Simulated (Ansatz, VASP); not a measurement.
## One calculation of AlN, two programs

```xyz
2
Lattice="0.0000 2.0040 2.0040 2.0040 0.0000 2.0040 2.0040 2.0040 0.0000" Properties=species:S:1:pos:R:3 pbc="T T T"
Al    0.0000    0.0000    0.0000
N     2.0040    2.0040    2.0040
```

Change from the starting cell: volume scaled by 1.04, PAW files.

Alike in both runs: task electric field gradients; functional LDA; k mesh 12 × 12 × 12; occupations fermi-dirac, width 0.01 eV; no spin polarisation.

|  | VASP | Ansatz |
| --- | --- | --- |
| version | VASP 6.6.1 | Ansatz 0.2.0 |
| potentials or method | VASP PAW LDA potentials, release 64 (Al, N) | PAW with Ansatz's default frozen-core files, scalar-relativistic |
| plane-wave cutoff (eV) | 520 | 420 |
| valence electrons in the cell | 8 | 8 |

|  | VASP | Ansatz | Ansatz less VASP |
| --- | --- | --- | --- |
| gap on the k mesh at the Fermi level (eV) | 4.72 | 4.73 | +0.014 |
| pressure (GPa) | 1.3 | 0.6 | -0.65 |
| Vzz of the field gradient on the site that differs most (V/Å²) | 0.0 | 0.0 | 0.00 |

A k mesh can miss the band edges.
